When the frequency of light is tripled, free electrons respond nine times more weakly, because the distance they swing falls with the square of the frequency. Cubic WS3 starts out in just this way: the real part of its dielectric function shrinks from -2260 at 0.1 eV to -241 at 0.3 eV, a factor of 9.4. Another factor of nine would leave about -27 at 0.9 eV, but the calculation gives only -6.59. At 1.1 eV the real part is positive, and by 2.1 eV it is strongly negative again.

Independent-particle dielectric function of cubic WS3 (ReO3 type, a = 4.612 Å), without local fields or excitons, with an undamped Drude term. Ansatz 0.2.0 was used with plane-wave PAW, scalar-relativistic LDA without spin polarisation, a 420 eV cutoff, k meshes of 10×10×10 (density) and 16×16×16 (optics), Fermi-Dirac smearing of 0.15 eV and Gaussian broadening of 0.1 eV.

| photon energy (eV) | dielectric imaginary xx | dielectric real xx |
| --- | --- | --- |
| 0.1 | 35.5 | -2260 |
| 0.3 | 28.1 | -241 |
| 0.5 | 11.1 | -80.1 |
| 0.7 | 7.12 | -29.4 |
| 0.9 | 9.30 | -6.59 |
| 1.1 | 14.4 | 4.13 |
| 1.3 | 19.9 | 7.84 |
| 1.5 | 25.3 | 8.33 |
| 1.7 | 33.8 | 3.22 |
| 1.9 | 31.7 | -11.9 |
| 2.1 | 19.0 | -18.8 |
| 2.3 | 10.1 | -14.9 |
| 2.5 | 6.29 | -11 |
| 2.7 | 4.38 | -8.03 |
| 2.9 | 3.32 | -5.66 |
| 3.1 | 2.89 | -3.81 |
| 3.3 | 2.76 | -2.36 |
| 3.5 | 3.07 | -1.36 |
| 3.7 | 2.78 | -0.91 |
| 3.9 | 2.78 | -0.02 |
| 4.1 | 2.98 | 0.64 |
| 4.3 | 3.33 | 1.2 |
| 4.5 | 3.87 | 1.56 |
| 4.7 | 4.60 | 1.59 |
| 4.9 | 5.33 | 0.72 |
| 5.1 | 4.25 | 0.11 |
| 5.3 | 4.23 | 0.76 |
| 5.5 | 4.59 | 0.59 |
| 5.7 | 5.05 | 0.38 |
| 5.9 | 4.67 | -1.33 |
| 6.1 | 3.26 | -1.06 |
| 6.3 | 2.74 | -0.48 |
| 6.5 | 2.80 | 0.11 |
| 6.7 | 2.92 | 0.04 |
| 6.9 | 2.64 | -0.02 |
| 7.1 | 2.41 | 0.26 |
| 7.3 | 2.39 | 0.55 |
| 7.5 | 2.47 | 0.86 |
| 7.7 | 3.00 | 0.74 |
| 7.9 | 2.54 | 0.37 |

The real part describes how the electrons polarise in step with the electric field, and the imaginary part describes how strongly they absorb. The label xx names the direction of the field, which makes no difference in this cubic crystal. In a metal two kinds of motion add up. Carriers in partly filled bands move almost freely, while the light also lifts electrons, some of these carriers among them, from one band to another.

The second kind behaves like a weight on a spring. Driven below its resonance, the weight follows the force and adds to the polarisation; driven above it, the weight lags by half a cycle and works against the field. The Kramers-Kronig relation puts this into exact form: absorption at one photon energy raises the real part at lower energies and depresses it at higher ones. The interband part can therefore change sign across a strong absorption band, whereas the part of the free carriers stays negative and merely fades.

The two parts can be separated by writing

$$\varepsilon_1(E) = -\frac{E_p^2}{E^2} + \varepsilon_{\mathrm{inter}}(E),$$

where $E$ is the photon energy, $\varepsilon_1$ the real part and $\varepsilon_{\mathrm{inter}}$ its interband share, vacuum included. The first term is the Drude term of carriers that move without friction. Its plasma energy $E_p$ is 4.81 eV, taken from the same LDA calculation and not adjusted to the curve.

At 1.1 eV the carriers contribute -19.1 and the interband transitions +23.3, which leaves the small positive value in the table. In a vacuum the same carriers would bring the real part to zero only at the plasma energy itself. Here the interband response screens them so strongly that the zero moves down to about 1 eV. The general rule is that the real part vanishes where the two contributions balance, so stronger interband polarisation brings the crossing to lower energy.

Which absorption makes the interband part so large can be estimated from the column of the imaginary part, most simply for a static field. In the limit of zero photon energy the Kramers-Kronig relation reads

$$\varepsilon_{\mathrm{inter}}(0) = 1 + \frac{2}{\pi}\int_0^\infty \frac{\varepsilon_2(E)}{E}\,dE,$$

with $\varepsilon_2$ the imaginary part. Division by $E$ gives absorption at low energy the greatest weight. Each row stands for a strip 0.2 eV wide, so the first one contributes $(2/\pi)\times(35.5/0.1)\times 0.2 = 45$.

Summed in this way, the rows up to 0.5 eV supply 60, those from 0.7 to 2.5 eV supply 15, and everything higher in the table about 2.5. With 1 for the vacuum the total is 78.5, some 3 % below the 81.2 that the calculation itself finds. Such close agreement is more than strips this coarse deserve, since a single row carries over half of the sum. The relation is also built into the calculation, so the estimate shows where the static screening comes from and is no test of the physics.

This division explains the course of the interband part below 1.1 eV. The largest share belongs to absorption at very low energy. Once the photon energy has passed that absorption, its contribution is not just lost but reversed. At 0.5 eV the interband part has therefore sunk to 12.5, less than the 18.5 that the vacuum and the rows from 0.7 eV upward supply in a static field. It then recovers for two reasons: the reversed contribution fades, and the electrons behind the strong absorption band around 1.7 eV respond more readily as their resonance comes nearer. The screening that moves the zero to about 1 eV is therefore mainly the work of this band, and not of the absorption at very low energy.

At 2.1 eV that band lies behind, and its effect is reversed. The interband part has dropped to -13.55, while the carriers add only $-23.15/2.1^2 = -5.25$. Most of the real part of -18.8 thus comes from transitions between bands and not from free motion within them. The second negative region begins as the far side of an absorption peak.

This matters when optical data of a film are used to judge its carriers. If the real part at 2.1 eV were ascribed to the vacuum and free carriers alone, the carriers would have to outweigh the vacuum's 1 as well, and their density at a given effective mass would come out too high by a factor of $(18.8+1)/5.25 = 3.8$. A negative real part shows that the polarisation opposes the field, but it does not tell which kind of motion is responsible. The absorption just below that energy has to be examined as well.

Further up, the roles change again. The backlash of the strong band dies away, and at 3.3 eV the interband part is only -0.2, against -2.1 from the carriers. By 3.9 eV the interband part, which includes 1 for the vacuum, has risen to +1.5, because the effect of the strong band keeps fading and more absorption lies ahead at higher energies. It balances the carriers once more. The value of -0.02 in that row is too close to zero for its sign to be trusted, as the results for this metal depend somewhat on the k mesh.

The upward crossings near 1 eV and 3.9 eV follow from the same kind of balance, yet they differ in what an experiment would see. A joint oscillation of the electrons, a plasmon, stands out only if the imaginary part is small too. The usual measure is the loss function, $\varepsilon_2/(\varepsilon_1^2+\varepsilon_2^2)$, which tells how readily a fast electron gives up energy in the solid. It is 0.07 at 0.9 eV and reaches a local maximum of 0.36 at 3.9 eV, where interband absorption is much weaker.

The irregular rows above 4 eV repeat the story of the strong band on a smaller scale. The imaginary part has modest peaks at 4.9 and 5.7 eV, and the real part falls across each of them; after the second it dips to -1.33. Weaker peaks at 6.7 and 7.7 eV go with smaller falls. The slight bump at 3.5 eV cannot reverse the rise of the real part and only slows it.

A simple electron count would not have predicted a metal. Tungsten with six electrons given away to sulfur has an empty 5d shell, and the 32 electrons treated in the cell would exactly fill 16 bands. In the calculation, however, the filled and the empty bands overlap by 1.3 eV, so electrons spill from one set into the other. This leaves free carriers. It also makes absorption at very small energies possible, but only where a filled and an empty state lie close in energy at the same wave vector, because light hardly changes the wave vector of an electron. The overlap probably arises because sulfur 3p levels lie high enough to meet the tungsten 5d bands; the strong peak at 1.7 eV may come from stretches where two such bands run nearly parallel, but that assignment is a guess.

The low-energy end of the curve is the part most exposed to the approximations. LDA commonly places empty bands too close to filled ones, and may therefore exaggerate the overlap and with it the number of carriers. Spin-orbit coupling, left out here, can shift tungsten 5d bands enough to reshape the absorption below 0.5 eV, which also depends on the chosen broadening and smearing. Friction of the carriers, absent from the Drude term, would add further absorption there. The cubic cell, which is of the ReO3 type with six sulfur atoms around each tungsten atom, was kept by symmetry and may not be the most stable shape, so a distortion could change the overlap as well. The PAW datasets were made for the PBE functional and not for LDA, which adds a further small uncertainty.

The link between the two columns is sturdier than the position of any one peak. If a better band structure moved the strong absorption to higher energy, the positive hump and the negative region behind it would move along. The printed analysis after this text gives the separation into carriers and interband part at several photon energies, together with the sum over the absorption.

Output of the analysis:

```
bare plasma energy in eV: 4.812
Drude term at 0.1 eV: -2315
Drude term at 0.9 eV: -28.58
Drude term at 1.1 eV: -19.14
Drude term at 2.1 eV: -5.25
Drude term at 3.3 eV: -2.126
interband real part at 0.1 eV (uncertain by 5 from rounding): 55.35
interband real part at 0.3 eV: 16.26
interband real part at 0.5 eV: 12.51
interband real part at 0.9 eV: 21.99
interband real part at 1.1 eV: 23.27
interband real part at 2.1 eV: -13.55
interband real part at 3.3 eV: -0.2339
interband real part at 3.9 eV: 1.502
fall of interband real part from 1.1 to 2.1 eV: 36.81
static part from absorption in rows 0.1 to 0.5 eV: 59.95
of this from the row at 0.1 eV alone: 45.2
static part from absorption in rows 0.7 to 2.5 eV: 15.06
static part from absorption in rows 2.7 to 7.9 eV: 2.467
sum of the three parts plus 1 for vacuum: 78.48
static interband real part given by the calculation: 81.2
loss function at 0.9 eV: 0.07158
loss function at 2.1 eV: 0.02659
loss function at 3.5 eV: 0.2723
loss function at 3.9 eV: 0.3597
loss function at 4.5 eV: 0.2223
number of steps in which the real part falls: 12
number of these steps that end between 1.6 and 2.2 eV: 3
```
